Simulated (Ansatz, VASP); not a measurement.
Ag in VASP and in Ansatz

The input INCAR:

```
SYSTEM = Ag
ALGO = Normal ; EDIFF = 1E-7
EDIFFG = -0.005 ; ENCUT = 600
GGA = PE ; IBRION = 2
ISIF = 3 ; ISMEAR = -1
LASPH = .TRUE. ; LCHARG = .FALSE.
LREAL = .FALSE. ; LWAVE = .FALSE.
NELM = 60 ; NSW = 60
PREC = Accurate ; SIGMA = 0.05
```

Contents of KPOINTS:

```
k-points
0
G
  17 17 17
  0 0 0
```

Contents of POSCAR:

```
Ag
1.0
    0.0000000000      2.0734371548      2.0734371548
    2.0734371548      0.0000000000      2.0734371548
    2.0734371548      2.0734371548      0.0000000000
Ag
1
Direct
    0.0000000000      0.0000000000      0.0000000000
```

Input for Ansatz:

```yaml
crystal:
  lattice:
    - [0.0, 2.0734371548, 2.0734371548]
    - [2.0734371548, 0.0, 2.0734371548]
    - [2.0734371548, 2.0734371548, 0.0]
  atoms:
    - { symbol: Ag, position: [0.0, 0.0, 0.0] }
kpoints:
  mp_grid: { grid: [17, 17, 17] }
scf:
  occupations: { method: fermi_dirac, width: 0.05 }
hamiltonian:
  xc: pbe
  pseudopotentials: { kind: paw }
output:
  forces: true
  stress: true
  write_density: true
  write_potential: true
  elf: true
  volumetric_format: npy
relax:
  f_tol: 0.005
  max_steps: 40
  cell: {}
```

Alike in both runs: task relaxation of cell and atoms; functional PBE; k mesh 17 × 17 × 17; occupations fermi-dirac, width 0.05 eV; no spin polarisation.

|  | VASP | Ansatz |
| --- | --- | --- |
| version | VASP 6.6.1 | Ansatz 0.2.0 |
| potentials or method | VASP PAW PBE potentials, release 64 (Ag) | PAW with Ansatz's default frozen-core files, scalar-relativistic |
| plane-wave cutoff (eV) | 600 | 420 |
| valence electrons in the cell | 11 | 19 |

Ansatz gave:

- relaxed volume (Å³/atom): 17.85
- relaxed cell length with the largest relative difference (Å): 2.933

Task: What did VASP give for the same quantities?

Result: Relaxed volume (Å³/atom): 17.81; relaxed cell length with the largest relative difference (Å): 2.931.

The two sets of potentials don't hold the same shells in valence.
